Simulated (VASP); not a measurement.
Wanted: the native input for a VASP 6.6.1 run.

```
Task                   : single point
Functional             : PBEsol
Potentials or basis    : VASP PAW PBE potentials, release 64 (C)
Cutoff                 : 520 eV
k mesh                 : 23 × 23 × 3
Occupations            : fermi-dirac, width 0.1 eV
Spin                   : no spin polarisation
Dipole correction      : no
Further INCAR settings : ALGO = Normal; EDIFF = 1e-06; NBANDS = 16
```

The structure of C lies in POSCAR:

```
C
1.0
    1.6622574684      0.0000000000      0.0000000000
   -0.8311287342      1.4395571953      0.0000000000
    0.0000000000      0.0000000000     13.1451674950
C
4
Direct
    0.0000000000      1.0000000000      1.0000000000
    0.0000000000      1.0000000000      0.5000000000
    0.3333333333      0.6666666667      0.2500000000
    0.6666666667      0.3333333333      0.7500000000
```

The input as run:

INCAR

```
SYSTEM = C
ALGO = Normal
EDIFF = 1E-6
ENCUT = 520
GGA = PS
ISIF = 2
ISMEAR = -1
LASPH = .TRUE.
LCHARG = .FALSE.
LREAL = .FALSE.
LWAVE = .FALSE.
NBANDS = 16
NELM = 60
PREC = Accurate
SIGMA = 0.1
```

KPOINTS

```
k-points
0
G
  23 23 3
  0 0 0
```

Potentials or basis: VASP PAW PBE potentials, release 64 (C).

Launch:

```console
$ cat potpaw_PBE.64/C/POTCAR > POTCAR
$ mpirun -np 1 vasp_std > vasp.out
```

Results of the run:

```json
{"Pressure": "15.4 GPa", "Band gap on the k mesh": "none (metal or under the smearing width)"}
```

Caveat: so large a pressure means that the cell lies far from this level's equilibrium, or that cutoff or potentials fall short; the potentials were made for another functional, which shifts forces and pressure.

Run time: 31 s on 1 thread of Intel(R) Xeon(R) Platinum 8375C CPU @ 2.90GHz (Ice Lake) (shared host), peak memory 0.15 GiB.
